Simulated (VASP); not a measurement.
# Sb (P-1) in VASP: notebook

The runs below take Sb through atomic charges, electron localisation function, with PBEsol.

Everything below comes from runs of VASP 6.6.1. Logs are shortened: lines on timing, memory, paths and dates and some standing lists are left out, and cuts for length are marked.

## Step 1: The cell of the first run

The typed cell holds 2 atoms: a = 3.353 Å, b = 3.353 Å, c = 5.808 Å, α = 73.22°, β = 73.22°, γ = 60.00°.

## Step 2: Atomic charges, PBEsol (all atoms moved at random, sigma 0.25 Å a component)

INCAR

```
ALGO     = Normal         # electronic algorithm
EDIFF    = 1E-6           # SCF threshold, eV
ENCUT    = 520            # plane-wave cutoff, eV
GGA      = PS             # functional
ISIF     = 2              # what is computed and relaxed
ISMEAR   = 0              # smearing method
LASPH    = True           # aspherical terms in the spheres
LCHARG   = False          # write CHGCAR
LORBIT   = 10             # projections on sites
LREAL    = False          # projectors in reciprocal space
LWAVE    = False          # write WAVECAR
NELM     = 80             # most SCF steps
PREC     = Accurate       # precision mode
SIGMA    = 0.02           # smearing width, eV
```

KPOINTS

```
k-points
0
Gamma
  9 9 5
```

POSCAR

```
Sb
1.0
    0.0000000000     -2.3712425200     -2.3712425200
   -2.3712425200      0.0000000000     -2.3712425200
    2.3712425200      2.3712425200     -4.7424850400
Sb
2
Direct
    0.4898204400      0.4577360300      0.5601456900
    0.0101795600      0.0422639700      0.9398543100
```

Potentials or basis: VASP PAW PBE potentials, release 64 (Sb).

On the command line:

```console
$ cat potpaw_PBE.64/Sb/POTCAR > POTCAR
$ mpirun -np 1 vasp_std > vasp.out
```

OUTCAR:

```text
EDIFF = 1E-6
   ENCUT = 520
   GGA = PS
   ISIF = 2
   ISMEAR = 0
   LASPH = True
   LORBIT = 10
   LREAL = False
   NELM = 80
   PREC = Accurate

 ion  position               nearest neighbor table
   1  0.490  0.458  0.560-   2 2.79   2 2.80   2 2.93
   2  0.010  0.042  0.940-   1 2.79   1 2.80   1 2.93

  LATTYP: Found a trigonal (rhomboedric) cell.
 ALAT       =     5.8083342304
 COS(alpha) =     0.8333333333

  Lattice vectors:

 A1 = (   2.3712425200,   4.7424850400,  -2.3712425200)
 A2 = (   4.7424850400,   2.3712425200,  -2.3712425200)
 A3 = (   2.3712425200,   2.3712425200,  -4.7424850400)

Analysis of symmetry for initial positions (statically):
=====================================================================
 Subroutine PRICEL returns:
 Original cell was already a primitive cell.

 Routine SETGRP: Setting up the symmetry group for a
 trigonal (rhombohedral) supercell.

 Subroutine GETGRP returns: Found  2 space group operations
 (whereof  1 operations were pure point group operations)
 out of a pool of 12 trial point group operations.

The static configuration has the point symmetry C_1 .
 The point group associated with its full space group is S_2 .

Analysis of symmetry for dynamics (positions and initial velocities):
=====================================================================
 Subroutine PRICEL returns:
 Original cell was already a primitive cell.

 Routine SETGRP: Setting up the symmetry group for a
 trigonal (rhombohedral) supercell.

 Subroutine GETGRP returns: Found  2 space group operations
 (whereof  1 operations were pure point group operations)
 out of a pool of 12 trial point group operations.

The dynamic configuration has the point symmetry C_1 .
 The point group associated with its full space group is S_2 .

 Subroutine INISYM returns: Found  2 space group operations
 (whereof  1 operations are pure point group operations),
 and found     1 'primitive' translations

----------------------------------------------------------------------------------------

                                     Primitive cell

  volume of cell :      53.3320

  direct lattice vectors                    reciprocal lattice vectors
     0.000000000 -2.371242520 -2.371242520     0.105429958 -0.316289875 -0.105429958
    -2.371242520  0.000000000 -2.371242520    -0.316289875  0.105429958 -0.105429958
     2.371242520  2.371242520 -4.742485040     0.105429958  0.105429958 -0.105429958

  length of vectors
     3.353443331  3.353443331  5.808334230     0.349671613  0.349671613  0.182610044

  position of ions in fractional coordinates (direct lattice)
     0.489820440  0.457736030  0.560145690
     0.010179560  0.042263970  0.939854310

  ion indices of the primitive-cell ions
   primitive index   ion index
                 1           1
                 2           2

----------------------------------------------------------------------------------------

 KPOINTS: k-points

Automatic generation of k-mesh.
 Grid dimensions read from file:
 generate k-points for:    9    9    5

 Generating k-lattice:

  Cartesian coordinates                     Fractional coordinates (reciprocal lattice)
     0.011714440 -0.035143319 -0.011714440     0.111111111  0.000000000 -0.000000000
    -0.035143319  0.011714440 -0.011714440     0.000000000  0.111111111 -0.000000000
     0.021085992  0.021085992 -0.021085992     0.000000000  0.000000000  0.200000000

  Length of vectors
     0.038852401  0.038852401  0.036522009

  Shift w.r.t. Gamma in fractional coordinates (k-lattice)
     0.000000000  0.000000000  0.000000000

 -----------------------------------------------------------------------------
|                                                                             |
|           W    W    AA    RRRRR   N    N  II  N    N   GGGG   !!!           |
|           W    W   A  A   R    R  NN   N  II  NN   N  G    G  !!!           |
|           W    W  A    A  R    R  N N  N  II  N N  N  G       !!!           |
|           W WW W  AAAAAA  RRRRR   N  N N  II  N  N N  G  GGG   !            |
|           WW  WW  A    A  R   R   N   NN  II  N   NN  G    G                |
|           W    W  A    A  R    R  N    N  II  N    N   GGGG   !!!           |
|                                                                             |
|     Your reciprocal lattice and k-lattice belong to different lattice       |
|     classes:                                                                |
|                                                                             |
|        The reciprocal lattice is rhombohedral (trigonal),                   |
|        whereas your k-lattice is base-centered monoclinic.                  |
|                                                                             |
|     Results are often still useful ...                                      |
|                                                                             |
 -----------------------------------------------------------------------------

 WARNING: IBZKPT: internal override: KBLOWUP is changed to .FALSE.
      ... skipping the blow-up phase ...

 Subroutine IBZKPT returns following result:
 ===========================================

 Found    203 irreducible k-points:

 Following reciprocal coordinates:
            Coordinates               Weight
  0.000000  0.000000  0.000000      1.000000
  0.111111  0.000000  0.000000      2.000000
  0.222222  0.000000  0.000000      2.000000
  0.333333  0.000000  0.000000      2.000000
  0.444444  0.000000  0.000000      2.000000
  0.000000  0.111111  0.000000      2.000000
[... 16 lines left out ...]
 -0.111111  0.222222 -0.000000      2.000000
  0.000000  0.333333  0.000000      2.000000
 [... further k-points ...]
   k-points           NKPTS =    203   k-points in BZ     NKDIM =    203   number of bands    NBANDS=      9
   number of dos      NEDOS =    301   number of ions     NIONS =      2
   total plane-waves  NPLWV =  37632
   dimension x,y,z NGX =    28 NGY =   28 NGZ =   48
   dimension x,y,z NGXF=    56 NGYF=   56 NGZF=   96
   ions per type =               2
   NGX,Y,Z   is equivalent  to a cutoff of  13.88, 13.88, 13.74 a.u.
   NGXF,Y,Z  is equivalent  to a cutoff of  27.76, 27.76, 27.48 a.u.
 SYSTEM =  unknown system
   PREC   = accura    normal or accurate (medium, high low for compatibility)
   ISTART =      0    job   : 0-new  1-cont  2-samecut
   ICHARG =      2    charge: 1-file 2-atom 10-const
   ISPIN  =      1    spin polarized calculation?
   LNONCOLLINEAR =      F non collinear calculations
   LSORBIT =      F    spin-orbit coupling
   LASPH  =      T    aspherical Exc in radial PAW
   ENCUT  =  520.0 eV  38.22 Ry    6.18 a.u.   6.24  6.24 10.80*2*pi/ulx,y,z
   NELM   =     80;   NELMIN=  2; NELMDL= -5     # of ELM steps
   EDIFF  = 0.1E-05   stopping-criterion for ELM
   LREAL  =      F    real-space projection
   EDIFFG = 0.1E-04   stopping-criterion for IOM
   NSW    =      0    number of steps for IOM
   IBRION =     -1    ionic relax: 0-MD 1-quasi-New 2-CG
   NFREE  =      0    steps in history (QN), initial steepest desc. (CG)
   ISIF   =      2    stress and relaxation
   ISYM   =      2    0-nonsym 1-usesym 2-fastsym
   POTIM  = 0.5000    time-step for ionic-motion
   TEBEG  =    0.0;   TEEND  =   0.0 temperature during run
   PSTRESS=    0.0 pullay stress
   NELECT =      10.0000    total number of electrons
   NUPDOWN=      -1.0000    fix difference up-down
   EMIN   =  10.00;   EMAX   =-10.00  energy-range for DOS
   EFERMI =   0.00;   METHOD = LEGACY
   ISMEAR =     0;   SIGMA  =   0.02  broadening in eV -4-tet -1-fermi 0-gaus
   EFERMI_NEDOS =   21; number of points for ismear=-14 and -15
   IALGO  =     38    algorithm
   IMIX   =      4    mixing-type and parameters
     AMIX     =   0.40;   BMIX     =  1.00
     AMIX_MAG =   1.60;   BMIX_MAG =  1.00
  volume/ion in A,a.u.               =      26.67       179.95
  Fermi-wavevector in a.u.,A,eV,Ry     =   0.937013  1.770697 11.945820  0.877993
  Thomas-Fermi vector in A             =   2.064081
   LORBIT       =     10    0 simple, 1 ext, 2 COOP (PROOUT), +10 PAW based schemes
   GGA     = PS    functional components
   LHFCALC =     F    Hartree Fock is set to
   AEXX    =    0.0000 exact exchange contribution
   IVDW    =     0    specifies the selected vdW correction
   LEPSILON=     F    determine dielectric tensor
   LRPA    =     F    only Hartree local field effects (RPA)
 non-spin polarized calculation
 Gauss-broadening in eV      SIGMA  =   0.02
  energy-cutoff  :      520.00
  volume of cell :       53.33
 maximum number of plane-waves:      1460
 NGX is ok and might be reduce to    28
   NGX = 13   NGY = 13   NGZ = 21

 number of electron      10.0000000 magnetization

 Free energy of the ion-electron system (eV)
  ---------------------------------------------------
  ext. energy  EPLUGINS =         0.00000000
  ---------------------------------------------------
  free energy    TOTEN  =        -8.26377984 eV

  energy without entropy =       -8.26340921  energy(sigma->0) =       -8.26359453

 E-fermi :   8.5568     XC(G=0): -10.2062

 val. band max:        8.5528126517   @ k =   0.3333   0.0000   0.4000
 cond. band min:       8.5574590347   @ k =  -0.4444  -0.4444   0.4000
 fundamental gap:      0.0046463830
 Fermi energy:         8.5568160720

 k-point     1 :       0.0000    0.0000    0.0000
  band No.  band energies     occupation
      1      -5.5664      2.00000
      2      -0.2780      2.00000
      3       3.2456      2.00000
      4      11.0646      0.00000
      5      11.5272      0.00000
      6      13.3208      0.00000
      7      13.9104      0.00000
      8      14.5034      0.00000
      9      16.2585      0.00000
[... 265 lines left out ...]
 k-point    24 :       0.0000    0.3333    0.0000
  band No.  band energies     occupation
      1      -3.5779      2.00000
      2       0.9040      2.00000
      3       4.0460      2.00000
      4       5.4932      2.00000
      5       7.8359      2.00000
      6       8.6997      0.00000
      7      11.3470      0.00000
      8      12.1612      0.00000
      9      13.4276      0.00000

 [... further k-points ...]

------------------------ aborting loop because EDIFF is reached ----------------------------------------

  FORCE on cell =-STRESS in cart. coord.  units (eV):
  Direction    XX          YY          ZZ          XY          YZ          ZX
  --------------------------------------------------------------------------------------
  -------------------------------------------------------------------------------------
  Total        3.4290648      3.3062729      3.3113154      0.3368247      0.6717209     -0.3182390
  in kB      103.0145009     99.3256395     99.4771237     10.1187425     20.1795515     -9.5603996
  external PRESSURE =     100.6057547 kB  Pullay stress =       0.0000000 kB

 VOLUME and BASIS-vectors are now :
 -----------------------------------------------------------------------------
  energy-cutoff  :      520.00
  volume of cell :       53.33
      direct lattice vectors                 reciprocal lattice vectors
     0.000000000 -2.371242520 -2.371242520     0.105429958 -0.316289875 -0.105429958
    -2.371242520  0.000000000 -2.371242520    -0.316289875  0.105429958 -0.105429958
     2.371242520  2.371242520 -4.742485040     0.105429958  0.105429958 -0.105429958

 POSITION                                       TOTAL-FORCE (eV/Angst)
 -----------------------------------------------------------------------------------
      0.24284      0.16676     -4.90337        -1.291169     -0.959954      0.953247
      2.12840      2.20448     -4.58160         1.291169      0.959954     -0.953247
 -----------------------------------------------------------------------------------
    total drift:                               -0.000000     -0.000000      0.000000

  FREE ENERGIE OF THE ION-ELECTRON SYSTEM (eV)
  ---------------------------------------------------
  free  energy   TOTEN  =        -8.2637798407 eV

  energy  without entropy=       -8.2634092150  energy(sigma->0) =       -8.26359453

 total charge

# of ion       s       p       d       tot
------------------------------------------
    1        1.239   1.146   0.055   2.440
    2        1.239   1.146   0.055   2.440
--------------------------------------------------
tot          2.478   2.292   0.109   4.880
```

It took 34 s on 1 thread of Intel Xeon 6975P-C (Granite Rapids), shared host; peak memory 0.25 GiB.

What came out:

```
Free energy                                           : -8.2638 eV
Pressure                                              : 10.1 GPa
Largest force                                         : 1.870 eV/Å
Band gap on the k mesh                                : none (metal or under the smearing width)
Valence electrons inside the program's atomic spheres : Sb 2.44
```

Forces in eV/Å, atoms in the order of the input:
```
Sb  -1.291 -0.960  0.953
Sb   1.291  0.960 -0.953
```

Levels at points of the mesh, in eV from the Fermi level:
```csv
k point,band 1,band 2,band 3,band 4,band 5,band 6,band 7,band 8,band 9
"(0.00, 0.00, 0.00)",-14.12,-8.83,-5.31,2.51,2.97,4.76,5.35,5.95,7.70
```

Caveat: the PAW data sets were made with another functional, which shifts forces and pressure a little.

## Step 3: Electron localisation function, PBEsol (all atoms moved at random, sigma 0.25 Å a component)

INCAR

```
SYSTEM = Sb
ALGO     = Normal         ! electronic algorithm
EDIFF    = 1E-6           ! SCF threshold, eV
ENCUT    = 520            ! plane-wave cutoff, eV
GGA      = PS             ! functional
ISIF     = 2              ! what is computed and relaxed
ISMEAR   = 0              ! smearing method
LASPH    = .True.         ! aspherical terms in the spheres
LCHARG   = .True.         ! write CHGCAR
LELF     = .True.         ! ELF
LREAL    = .False.        ! projectors in reciprocal space
LWAVE    = .False.        ! write WAVECAR
NELM     = 60             ! most SCF steps
PREC     = Accurate       ! precision mode
SIGMA    = 0.02           ! smearing width, eV
```

KPOINTS

```
k-points
0
Gamma
  9 9 5
  0 0 0
```

POSCAR is that of step 2.

Potentials or basis: VASP PAW PBE potentials, release 64 (Sb).

On the command line:

```console
$ cat potpaw_PBE.64/Sb/POTCAR > POTCAR
$ mpirun -np 1 vasp_std > vasp.out
```

Run time: 38 s. Hardware: 1 thread of Intel Xeon 6975P-C (Granite Rapids), shared host; peak memory 0.24 GiB.

Results (log left out):

```yaml
Free_energy: -8.2638 eV
Pressure: 10.1 GPa
Largest_force: 1.870 eV/Å
Band_gap_on_the_k_mesh: none (metal or under the smearing width)
```

Forces on the atoms (eV/Å):
```
Sb  -1.291 -0.960  0.953
Sb   1.291  0.960 -0.953
```

Stress tensor (GPa, compression positive):
```
10.30  1.01 -0.96
 1.01  9.93  2.02
-0.96  2.02  9.95
```

Levels at points of the mesh, in eV from the Fermi level:
| k point | band 3 | band 4 | band 5 | band 6 | band 7 | band 8 |
| --- | --- | --- | --- | --- | --- | --- |
| (0.00, 0.00, 0.00) | -5.31 | 2.51 | 2.97 | 4.76 | 5.35 | 5.95 |

Caveat: the PAW data sets were made with another functional, which shifts forces and pressure a little. Spin-orbit coupling is left out, which matters for the levels of Sb.
